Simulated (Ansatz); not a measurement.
This script for Ansatz 0.2.0 through its Python package starts 2 runs on BeS, space group F-43m. What input does the engine get in each?

`run_berry.py`
```python
"""Berry-phase polarisation of BeS, and a Born charge from a small shift."""

import warnings

import ansatz as az
from ase import Atoms
import numpy as np


def main() -> None:
    warnings.simplefilter("ignore", az.DeckWarning)

    atoms = Atoms(
        ["Be", "S"],
        scaled_positions=[
            [0.0, 0.0, 0.0],
            [0.25, 0.25, 0.25],
        ],
        cell=[
            [0.0, 2.425, 2.425],
            [2.425, 0.0, 2.425],
            [2.425, 2.425, 0.0],
        ],
        pbc=True,
    )
    crystal = az.Crystal.from_ase(atoms)

    def polarisation(structure):
        return (
            structure.calculation()
            .kpoints(8, 8, 8)  # sampling of the Brillouin zone
            .occupations("fixed")
            .polarization()
            .run()
            .polarization()
        )


    vectors = np.array(crystal.lattice.vectors)
    shifted = crystal.move(0, to=np.array(crystal.sites[0].position) + 0.01 * np.linalg.inv(vectors)[0])
    before, after = polarisation(crystal), polarisation(shifted)
    for label, p in (("as typed", before), ("shifted", after)):
        print(label, "reduced polarisation:", [round(axis.reduced, 4) for axis in p.axes], "modulo", p.modulus)
    # take the change on the nearest branch, then turn it into a dipole per cell
    change = np.array([b.reduced - a.reduced for a, b in zip(before.axes, after.axes)])
    change -= before.modulus * np.round(change / before.modulus)
    dipole = change @ vectors
    print("dipole change (e A):", np.round(dipole, 4) + 0.0)
    print("column of the Born charge of", crystal.sites[0].symbol, "for a shift along x:", np.round(dipole / 0.01, 2) + 0.0)


if __name__ == "__main__":
    main()
```

Run 1:
```yaml
crystal:
  lattice:
    - [0.0, 2.425, 2.425]
    - [2.425, 0.0, 2.425]
    - [2.425, 2.425, 0.0]
  atoms:
    - { symbol: Be, position: [0.0, 0.0, 0.0] }
    - { symbol: S, position: [0.25, 0.25, 0.25] }
kpoints:
  mp_grid:
    grid: [8, 8, 8]
scf:
  occupations:
    method: fixed
output:
  polarization: {}
```

Run 2, against run 1:
```diff
-    - { symbol: Be, position: [0.0, 0.0, 0.0] }
+    - { symbol: Be, position: [-0.002061855670103093, 0.002061855670103093, 0.002061855670103093] }
```

```console
$ python run_berry.py
as typed reduced polarisation: [1.5, 1.5, 1.5] modulo 2
shifted reduced polarisation: [1.4967, 1.5033, 1.5033] modulo 2
dipole change (e A): [0.016 0.    0.   ]
column of the Born charge of Be for a shift along x: [1.6 0.  0. ]
```

Caveats:
- Of the deposited cell: the entry's cell lengths or inner coordinates differ somewhat from later room-temperature determinations.
- No functional is typed, so the default, PBE, holds.
- The starting cell is as deposited in a crystallographic database; the results hold for this polymorph, which needn't be the stable one.
- Polarisation is defined up to a quantum, so only the change along a continuous path has meaning.
- Run time: 7.7 s on 1 thread of Arm Neoverse V1 (shared host), peak memory 0.38 GiB.
